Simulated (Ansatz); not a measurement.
A run of Ansatz 0.2.0 is set up as follows.

The input input.yaml:

```yaml
crystal:
  lattice:
    - [4.6168523821, 0.0, 0.0]
    - [-2.3084261911, 3.9983114484, 0.0]
    - [0.0, 0.0, 6.653222]
  atoms:
    - { symbol: W, position: [0.5, 0.0, 0.5] }
    - { symbol: W, position: [0.5, 0.5, 0.8333333333] }
    - { symbol: W, position: [0.0, 0.5, 0.1666666667] }
    - { symbol: Si, position: [0.327252, 0.163626, 0.1666666667] }
    - { symbol: Si, position: [0.836374, 0.163626, 0.8333333333] }
    - { symbol: Si, position: [0.163626, 0.327252, 0.5] }
    - { symbol: Si, position: [0.672748, 0.836374, 0.1666666667] }
    - { symbol: Si, position: [0.163626, 0.836374, 0.8333333333] }
    - { symbol: Si, position: [0.836374, 0.672748, 0.5] }
hamiltonian:
  xc: lda
  pseudopotentials: { kind: paw }
kpoints:
  mp_grid: { grid: [5, 5, 3] }
scf:
  occupations: { method: fermi_dirac, width: 0.05 }
output:
  forces: true
  stress: true
  eigenvalues: true
```

Potentials or basis: Ansatz PAW.

Run with:

```bash
$ ansatz run input.yaml --threads 4 --pin off --max-ram 11264MiB --backend cpu --events-out ev --progress --plain --runs-dir out
```

(1) Predict the largest force.

(2) What does it give for the pressure?

(3) Estimate the band gap on the k mesh.

Answers

(1) 0.068 eV/Å.

(2) -9.3 GPa.

(3) 0.40 eV, indirect (least direct gap 0.88 eV).

Caveat: odd divisions of the mesh miss points on the zone boundary, where band edges often lie, so the gap on the mesh can be too wide; spin-orbit coupling is left out, which moves the levels of the heavy elements; the PAW data sets come from PBE, with cores solved anew for the run's functional, which leaves a small shift of forces and pressure.
